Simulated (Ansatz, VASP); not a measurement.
In in VASP and in Ansatz

INCAR

```
PREC = Accurate
ENCUT = 600
EDIFF = 1E-7
ISMEAR = -1
SIGMA = 0.05
LREAL = F
LASPH = T
NELM = 60
ALGO = Normal
ISIF = 3
LWAVE = F
LCHARG = F
GGA = PE
IBRION = 2
NSW = 100
EDIFFG = -0.005
```

The input KPOINTS:

```
Automatic mesh
0
Gamma
  15 15 15
```

File POSCAR:

```
In
1.0
    0.0000000000      2.1394200102      2.1394200102
    2.1394200102      0.0000000000      2.1394200102
    2.1394200102      2.1394200102      0.0000000000
In
1
Direct
    0.0000000000      0.0000000000      0.0000000000
```

Input for Ansatz:

```yaml
crystal:
  lattice:
    - [0.0, 2.1394200102, 2.1394200102]
    - [2.1394200102, 0.0, 2.1394200102]
    - [2.1394200102, 2.1394200102, 0.0]
  atoms:
    - { symbol: In, position: [0.0, 0.0, 0.0] }
kpoints:
  mp_grid: { grid: [15, 15, 15] }
scf:
  occupations: { method: fermi_dirac, width: 0.05 }
hamiltonian:
  xc: pbe
  pseudopotentials: { kind: paw }
output:
  forces: true
  stress: true
relax:
  f_tol: 0.005
  max_steps: 80
  cell: {}
```

Alike in both runs: task relaxation of cell and atoms; functional PBE; k mesh 15 × 15 × 15; occupations fermi-dirac, width 0.05 eV; no spin polarisation.

|  | VASP | Ansatz |
| --- | --- | --- |
| version | VASP 6.6.1 | Ansatz 0.2.0 |
| potentials or method | VASP PAW PBE potentials, release 64 (In_d) | PAW with Ansatz's default frozen-core files, scalar-relativistic |
| plane-wave cutoff (eV) | 600 | 420 |
| valence electrons in the cell | 13 | 13 |

```csv
,VASP,Ansatz,Ansatz less VASP
relaxed volume (Å³/atom),27.50,27.50,-0.007
relaxed cell length with the largest relative difference (Å),3.388,3.388,-0.0003
energy change over the relaxation (meV/atom),-496,-497,-0.3
```

Caveats: the volume moved by over 15 % at a fixed basis, so the end points are rough (VASP).
